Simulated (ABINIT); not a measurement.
ZrS2:

```
Zr S
1.0
     3.69138    0.00000    0.00000
    -1.84569    3.19683    0.00000
     0.00000    0.00000    6.04108
Zr S
1 2
Cartesian
  0.0000 0.0000 0.0000
  0.0000 2.1312 1.4372
  1.8457 1.0656 4.6038
```

The cell is a database's computed one.

Program: ABINIT 10.8.3 (patched build). Alike in all runs: potentials or basis JTH PAW PBE v2.0; no spin polarisation; cell as given; smearing fermi-dirac 0.05 eV.

Problem. Order these runs on this cell by their band gap on the k mesh, lowest first.
A. level PW91; k mesh 8 × 8 × 5; cutoff (eV) 544; fine-grid cutoff 1088.46 eV; mesh quality not flagged
B. level r2SCAN; k mesh 5 × 5 × 3; cutoff (eV) 653; fine-grid cutoff 1251.72 eV; mesh quality not flagged
C. level PBE; k mesh 3 × 3 × 2; cutoff (eV) 544; fine-grid cutoff 1088.46 eV; mesh quality coarse

Solution. A (1.05 eV), C (1.23 eV), B (1.47 eV).

Caveats: some runs use coarse meshes; an odd mesh through Γ misses points on the zone boundary, where band edges often lie (some runs).

Not every run made on this cell is shown here.
